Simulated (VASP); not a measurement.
# ZnS (Wurtzite-4H) (P6_3mc) in VASP: settings compared, part 2 of 2

VASP 6.6.1.

## 4. Single point, RPBE

This run uses another cell than the first one, of 20.60 Å³/atom, 0.981 times its volume.

INCAR reads:

```
SYSTEM = ZnS
ALGO = Normal
EDIFF = 1E-6
ENCUT = 520
GGA = RP
ISIF = 2
ISMEAR = -1
LASPH = .True.
LCHARG = .True.
LELF = .True.
LREAL = .False.
LVHAR = .True.
LWAVE = .False.
NBANDS = 46
NELM = 80
PREC = Accurate
SIGMA = 0.05
```

KPOINTS reads:

```
k-points
0
Gamma
  8 8 3
  0 0 0
```

POSCAR reads:

```
ZnS
1.0
    3.8730044530      0.0000000000      0.0000000000
   -1.9365022265      3.3541202452      0.0000000000
    0.0000000000      0.0000000000     12.6847557358
Zn S
4 4
Direct
    0.6666666667      0.3333333333      0.7500000000
    0.3333333333      0.6666666667      0.2500000000
    0.0000000000      0.0000000000      0.5000000000
    0.0000000000      0.0000000000      0.0000000000
    0.6666666667      0.3333333333      0.9375000000
    0.3333333333      0.6666666667      0.4375000000
    0.0000000000      0.0000000000      0.6875000000
    0.0000000000      0.0000000000      0.1875000000
```

Potentials or basis: VASP PAW PBE potentials, release 64 (Zn, S).

Started as:

```sh
cat potpaw_PBE.64/Zn/POTCAR potpaw_PBE.64/S/POTCAR > POTCAR
mpirun -np 1 vasp_std > vasp.out
```

OUTCAR:

```text
SYSTEM = ZnS
   EDIFF = 1E-6
   ENCUT = 520
   GGA = RP
   ISIF = 2
   ISMEAR = -1
   LASPH = .True.
   LREAL = .False.
   NELM = 80
   PREC = Accurate

 ion  position               nearest neighbor table
   1  0.667  0.333  0.750-   7 2.37   7 2.37   7 2.37   5 2.38
   2  0.333  0.667  0.250-   8 2.37   8 2.37   8 2.37   6 2.38
   3  0.000  0.000  0.500-   6 2.37   6 2.37   6 2.37   7 2.38
   4  0.000  0.000  0.000-   5 2.37   5 2.37   5 2.37   8 2.38
   5  0.667  0.333  0.938-   4 2.37   4 2.37   4 2.37   1 2.38
   6  0.333  0.667  0.438-   3 2.37   3 2.37   3 2.37   2 2.38
   7  0.000  0.000  0.688-   1 2.37   1 2.37   1 2.37   3 2.38
   8  0.000  0.000  0.188-   2 2.37   2 2.37   2 2.37   4 2.38

  LATTYP: Found a hexagonal cell.
 ALAT       =     3.8730044530
 C/A-ratio  =     3.2751719988

  Lattice vectors:

 A1 = (   3.8730044530,   0.0000000000,   0.0000000000)
 A2 = (  -1.9365022265,   3.3541202452,   0.0000000000)
 A3 = (   0.0000000000,   0.0000000000,  12.6847557358)

Analysis of symmetry for initial positions (statically):
=====================================================================
 Subroutine PRICEL returns:
 Original cell was already a primitive cell.

 Routine SETGRP: Setting up the symmetry group for a
 hexagonal supercell.

 Subroutine GETGRP returns: Found 12 space group operations
 (whereof  6 operations were pure point group operations)
 out of a pool of 24 trial point group operations.

The static configuration has the point symmetry C_3v.
 The point group associated with its full space group is C_6v.

Analysis of symmetry for dynamics (positions and initial velocities):
=====================================================================
 Subroutine PRICEL returns:
 Original cell was already a primitive cell.

 Routine SETGRP: Setting up the symmetry group for a
 hexagonal supercell.

 Subroutine GETGRP returns: Found 12 space group operations
 (whereof  6 operations were pure point group operations)
 out of a pool of 24 trial point group operations.

The dynamic configuration has the point symmetry C_3v.
 The point group associated with its full space group is C_6v.

 Subroutine INISYM returns: Found 12 space group operations
 (whereof  6 operations are pure point group operations),
 and found     1 'primitive' translations

----------------------------------------------------------------------------------------

                                     Primitive cell

  volume of cell :     164.7816

  direct lattice vectors                    reciprocal lattice vectors
     3.873004453  0.000000000  0.000000000     0.258197483  0.149070386  0.000000000
    -1.936502227  3.354120245  0.000000000     0.000000000  0.298140772  0.000000000
     0.000000000  0.000000000 12.684755736     0.000000000  0.000000000  0.078834786

  length of vectors
     3.873004453  3.873004453 12.684755736     0.298140772  0.298140772  0.078834786

  position of ions in fractional coordinates (direct lattice)
     0.666666667  0.333333333  0.750000000
     0.333333333  0.666666667  0.250000000
     0.000000000  0.000000000  0.500000000
     0.000000000  0.000000000  0.000000000
     0.666666667  0.333333333  0.937500000
[... 44 lines left out ...]
  0.125000  0.000000  0.000000      6.000000
  0.250000  0.000000  0.000000      6.000000
  0.375000  0.000000  0.000000      6.000000
  0.500000  0.000000  0.000000      3.000000
  0.125000  0.125000  0.000000      6.000000
[... 12 lines left out ...]
  0.250000  0.250000  0.333333     12.000000
  0.375000  0.250000  0.333333     12.000000
   k-points           NKPTS =     20   k-points in BZ     NKDIM =     20   number of bands    NBANDS=     46
   number of dos      NEDOS =    301   number of ions     NIONS =      8
   total plane-waves  NPLWV =  86400
   dimension x,y,z NGX =    30 NGY =   30 NGZ =   96
   dimension x,y,z NGXF=    60 NGYF=   60 NGZF=  192
   ions per type =               4   4
   NGX,Y,Z   is equivalent  to a cutoff of  12.88, 12.88, 12.58 a.u.
   NGXF,Y,Z  is equivalent  to a cutoff of  25.75, 25.75, 25.16 a.u.
 SYSTEM =  ZnS
   PREC   = accura    normal or accurate (medium, high low for compatibility)
   ISTART =      0    job   : 0-new  1-cont  2-samecut
   ICHARG =      2    charge: 1-file 2-atom 10-const
   ISPIN  =      1    spin polarized calculation?
   LNONCOLLINEAR =      F non collinear calculations
   LSORBIT =      F    spin-orbit coupling
   LASPH  =      T    aspherical Exc in radial PAW
   ENCUT  =  520.0 eV  38.22 Ry    6.18 a.u.   7.20  7.20 23.59*2*pi/ulx,y,z
   NELM   =     80;   NELMIN=  2; NELMDL= -5     # of ELM steps
   EDIFF  = 0.1E-05   stopping-criterion for ELM
   LREAL  =      F    real-space projection
   EDIFFG = 0.1E-04   stopping-criterion for IOM
   NSW    =      0    number of steps for IOM
   IBRION =     -1    ionic relax: 0-MD 1-quasi-New 2-CG
   NFREE  =      0    steps in history (QN), initial steepest desc. (CG)
   ISIF   =      2    stress and relaxation
   ISYM   =      2    0-nonsym 1-usesym 2-fastsym
   POTIM  = 0.5000    time-step for ionic-motion
   TEBEG  =    0.0;   TEEND  =   0.0 temperature during run
   PSTRESS=    0.0 pullay stress
   NELECT =      72.0000    total number of electrons
   NUPDOWN=      -1.0000    fix difference up-down
   EMIN   =  10.00;   EMAX   =-10.00  energy-range for DOS
   EFERMI =   0.00;   METHOD = LEGACY
   ISMEAR =    -1;   SIGMA  =   0.05  broadening in eV -4-tet -1-fermi 0-gaus
   EFERMI_NEDOS =   21; number of points for ismear=-14 and -15
   IALGO  =     38    algorithm
   IMIX   =      4    mixing-type and parameters
     AMIX     =   0.40;   BMIX     =  1.00
     AMIX_MAG =   1.60;   BMIX_MAG =  1.00
  volume/ion in A,a.u.               =      20.60       139.00
  Fermi-wavevector in a.u.,A,eV,Ry     =   1.242270  2.347550 20.996992  1.543235
  Thomas-Fermi vector in A             =   2.376632
   LORBIT       =      0    0 simple, 1 ext, 2 COOP (PROOUT), +10 PAW based schemes
   GGA     = RP    functional components
   LHFCALC =     F    Hartree Fock is set to
   AEXX    =    0.0000 exact exchange contribution
   IVDW    =     0    specifies the selected vdW correction
   LEPSILON=     F    determine dielectric tensor
   LRPA    =     F    only Hartree local field effects (RPA)
 non-spin polarized calculation
  energy-cutoff  :      520.00
  volume of cell :      164.78
 maximum number of plane-waves:      4455
 NGX is ok and might be reduce to    30
   NGX = 15   NGY = 15   NGZ = 47

 number of electron      72.0000061 magnetization

 Free energy of the ion-electron system (eV)
  ---------------------------------------------------
  ext. energy  EPLUGINS =         0.00000000
  ---------------------------------------------------
  free energy    TOTEN  =       -24.80297445 eV

  energy without entropy =      -24.80297445  energy(sigma->0) =      -24.80297445

 E-fermi :   2.8873     XC(G=0):  -9.1962

 val. band max:        1.8378317702   @ k =   0.0000   0.0000   0.0000
 cond. band min:       3.9668251654   @ k =   0.0000   0.0000   0.0000
 fundamental gap:      2.1289933952
 Fermi energy:         2.8872897803

 k-point     1 :       0.0000    0.0000    0.0000
  band No.  band energies     occupation
      1     -11.0066      2.00000
      2     -10.6269      2.00000
      3     -10.6153      2.00000
      4     -10.1676      2.00000
      5      -4.2948      2.00000
      6      -4.2919      2.00000
[... 969 lines left out ...]
     45       9.2101      0.00000
     46       9.4350      0.00000

------------------------ aborting loop because EDIFF is reached ----------------------------------------

  FORCE on cell =-STRESS in cart. coord.  units (eV):
  Direction    XX          YY          ZZ          XY          YZ          ZX
  --------------------------------------------------------------------------------------
  -------------------------------------------------------------------------------------
  Total        1.2694258      1.2694258      1.1234509     -0.0000000     -0.0000000      0.0000000
  in kB       12.3426713     12.3426713     10.9233521     -0.0000000     -0.0000000      0.0000000
  external PRESSURE =      11.8695649 kB  Pullay stress =       0.0000000 kB

 VOLUME and BASIS-vectors are now :
 -----------------------------------------------------------------------------
  energy-cutoff  :      520.00
  volume of cell :      164.78
      direct lattice vectors                 reciprocal lattice vectors
     3.873004453  0.000000000  0.000000000     0.258197483  0.149070386  0.000000000
    -1.936502227  3.354120245  0.000000000     0.000000000  0.298140772  0.000000000
     0.000000000  0.000000000 12.684755736     0.000000000  0.000000000  0.078834786

 POSITION                                       TOTAL-FORCE (eV/Angst)
 -----------------------------------------------------------------------------------
      1.93650      1.11804      9.51357         0.000000     -0.000000      0.006988
     -0.00000      2.23608      3.17119        -0.000000     -0.000000      0.006988
      0.00000      0.00000      6.34238        -0.000000     -0.000000      0.013116
      0.00000      0.00000      0.00000         0.000000     -0.000000      0.013116
      1.93650      1.11804     11.89196         0.000000      0.000000      0.014582
     -0.00000      2.23608      5.54958        -0.000000     -0.000000      0.014582
      0.00000      0.00000      8.72077        -0.000000     -0.000000     -0.034686
      0.00000      0.00000      2.37839        -0.000000      0.000000     -0.034686
 -----------------------------------------------------------------------------------
    total drift:                               -0.000000     -0.000001     -0.000854

  FREE ENERGIE OF THE ION-ELECTRON SYSTEM (eV)
  ---------------------------------------------------
  free  energy   TOTEN  =       -24.8029744496 eV

  energy  without entropy=      -24.8029744496  energy(sigma->0) =      -24.80297445
```

It took 2.9 min on 1 thread of Intel Xeon 6975P-C, shared host; peak memory 0.34 GiB.

What came out:

* Free energy: -24.8030 eV
* Pressure: 1.2 GPa
* Largest force: 0.035 eV/Å
* Band gap on the k mesh: 2.13 eV, direct

Forces in eV/Å, atoms in the order of the input:
```
Zn   0.000  0.000  0.007
Zn   0.000  0.000  0.007
Zn   0.000  0.000  0.013
Zn   0.000  0.000  0.013
S    0.000  0.000  0.015
S    0.000  0.000  0.015
S    0.000  0.000 -0.035
S    0.000  0.000 -0.035
```

Caveat: the PAW data sets were made with another functional, which shifts forces and pressure a little.

## 5. Single point, RPBE

INCAR reads:

```
SYSTEM = ZnS
PREC = Accurate
ENCUT = 520
EDIFF = 1E-6
ISMEAR = -1
SIGMA = 0.05
LREAL = .False.
LASPH = .True.
NELM = 60
ALGO = Normal
ISIF = 2
LWAVE = .False.
LCHARG = .True.
GGA = RP
LELF = .True.
LVHAR = .True.
NBANDS = 46
```

KPOINTS reads:

```
Automatic mesh
0
Gamma
  8 8 3
  0 0 0
```

POSCAR, as its differences from that of step 4:

```diff
@@ -2,5 +2,5 @@
 1.0
-    3.8730044530      0.0000000000      0.0000000000
-   -1.9365022265      3.3541202452      0.0000000000
-    0.0000000000      0.0000000000     12.6847557358
+    3.8976739363      0.0000000000      0.0000000000
+   -1.9488369681      3.3754846444      0.0000000000
+    0.0000000000      0.0000000000     12.7655525367
 Zn S
```

Started as:

```sh
cat potpaw_PBE.64/Zn/POTCAR potpaw_PBE.64/S/POTCAR > POTCAR
mpirun -np 1 vasp_std > vasp.out
```

It took 3.4 min on 1 thread of Intel Xeon 6975P-C, shared host; peak memory 0.34 GiB.

The run converged. Its results:

```
Free energy            : -24.8143 eV
Pressure               : 0.0 GPa
Largest force          : 0.031 eV/Å
Band gap on the k mesh : 2.05 eV, direct
```

Forces in eV/Å, atoms in the order of the input:
```
Zn   0.000  0.000  0.005
Zn   0.000  0.000  0.005
Zn   0.000  0.000  0.009
Zn   0.000  0.000  0.009
S    0.000  0.000  0.016
S    0.000  0.000  0.016
S    0.000  0.000 -0.031
S    0.000  0.000 -0.031
```

Stress tensor (GPa, compression positive):
```
 0.01  0.00  0.00
 0.00  0.01  0.00
 0.00  0.00 -0.13
```

Levels at points of the mesh, in eV from the valence-band top:
```csv
k point,band 34,band 35,band 36,band 37,band 38,band 39
"(0.00, 0.00, 0.00)",-0.03,0.00,0.00,2.05,3.21,3.34
"(0.50, 0.00, 0.00)",-1.42,-0.99,-0.79,3.39,3.53,3.91
```

Caveat: the PAW data sets were made with another functional, which shifts forces and pressure a little.

## 6. Overview

```csv
level,cell,gap on the mesh (eV),pressure (GPa),largest force (eV/Å)
PBEsol,"a = 3.898, b = 3.898, c = 12.766 Å, angles 90.0, 90.0, 120.0°, 8 atoms",1.75,-5.6,0.03
r2SCAN,"a = 3.898, b = 3.898, c = 12.766 Å, angles 90.0, 90.0, 120.0°, 8 atoms",2.42,-4.7,0.03
RPBE,"a = 3.873, b = 3.873, c = 12.685 Å, angles 90.0, 90.0, 120.0°, 8 atoms",2.13,1.2,0.03
RPBE,"a = 3.898, b = 3.898, c = 12.766 Å, angles 90.0, 90.0, 120.0°, 8 atoms",2.05,0.0,0.03
```

Alike in all rows: task single point; potentials or basis VASP PAW PBE potentials, release 64 (Zn, S); no spin polarisation; k mesh 8 × 8 × 3; cutoff (eV) 520; smearing fermi-dirac 0.05 eV.

Caveats: the PAW data sets were made with another functional, which shifts forces and pressure a little.

Total energies depend on the potentials used, so only differences within one code and one set of settings carry meaning.

## 7. Against experiment

Step 4. A measured gap of ZnS is 3.911 eV (direct; 4 K; a printed reference work, monograph); the calculated 2.13 eV misses it by -1.78 eV. The value is that of RPBE on a finite k mesh, which can miss the band edges, without temperature or zero-point motion. Semilocal functionals fall short of measured gaps as a rule.

Step 5. Measured gap of ZnS: 3.911 eV (direct; 4 K; a printed reference work, monograph). This calculation gives 2.05 eV (-1.86 eV). The value is that of RPBE on a finite k mesh, which can miss the band edges, without temperature or zero-point motion. Semilocal functionals fall short of measured gaps as a rule.
